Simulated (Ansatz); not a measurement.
# C: the cost of one run

Program: Ansatz 0.2.0. Level of theory: DFT r2SCAN, scalar-relativistic, plane waves, PAW. These are calculated values, not measurements.

**1. The starting structure**

The structure is cubic, space group Fd-3m (No. 227). Conventional cell: a = 3.567 Å, b = 3.567 Å, c = 3.567 Å, α = 90.00°, β = 90.00°, γ = 90.00°. C (site symmetry -43m) has 4 C at 1.54 Å in its first shell of neighbours.

Structure file:

```
C
1.0
     3.56680    0.00000    0.00000
     0.00000   -3.56680    0.00000
     0.00000    0.00000   -3.56680
C
8
Direct
  0.50000 0.00000 0.00000
  0.00000 0.50000 0.00000
  0.00000 0.00000 0.50000
  0.50000 0.50000 0.50000
  0.75000 0.75000 0.75000
  0.25000 0.25000 0.75000
  0.25000 0.75000 0.25000
  0.75000 0.25000 0.25000
```

No relaxation comes first: the listed cell is the starting point.

**2. Zero of energy**

The cell is repeated 4 times, 8 atoms in all. The reference gives a free energy of -2012.4440 eV, pressure -2.44 GPa, largest force 0.000 eV/Å and gap on the mesh 4.37 eV. It was computed beforehand with the settings of the runs below.

**3. Next: random displacements**

All atoms are moved at random with no net shift, in some cells together with a random strain.

**4. Point rms move = 0.154 Å**

File input.yaml:

```yaml
crystal:
  lattice:
    - [3.6014814132, 0.0499657364, 0.022237408]
    - [-0.0499657364, -3.5960931924, 0.0281518864]
    - [-0.022237408, 0.0281518864, -3.5671494893]
  atoms:
    - { symbol: C, position: [0.4597969534, 0.0190837186, 0.0152143966] }
    - { symbol: C, position: [-0.0148429778, 0.5192651959, 0.0131606712] }
    - { symbol: C, position: [0.0142057125, -0.0216900503, 0.4564808331] }
    - { symbol: C, position: [0.4826735395, 0.5206030259, 0.5004046116] }
    - { symbol: C, position: [0.7473345229, 0.7104002049, 0.7945788629] }
    - { symbol: C, position: [0.3075138248, 0.2617744296, 0.721512861] }
    - { symbol: C, position: [0.2691626432, 0.7360687727, 0.2478861639] }
    - { symbol: C, position: [0.7341557816, 0.2544947027, 0.2507615999] }
basis:
  ecutwfc: 500
kpoints:
  mp_grid: { grid: [6, 6, 6] }
hamiltonian:
  xc: r2scan
scf:
  occupations: { method: gaussian, width: 0.05 }
output:
  forces: true
  stress: true
  eigenvalues: true
  write_density: true
  write_potential: true
  elf: true
  volumetric_format: npy
```

On the command line:

```bash
$ ansatz run input.yaml --threads 2 --pin off --max-ram 5120MiB --backend cpu --events-out ev --progress --plain --runs-dir out
```

Q: Estimate wall time and peak memory on 2 threads of AMD EPYC 9R45 (Zen 5), shared host.

About 5.9 s, with a peak of 0.55 GiB.
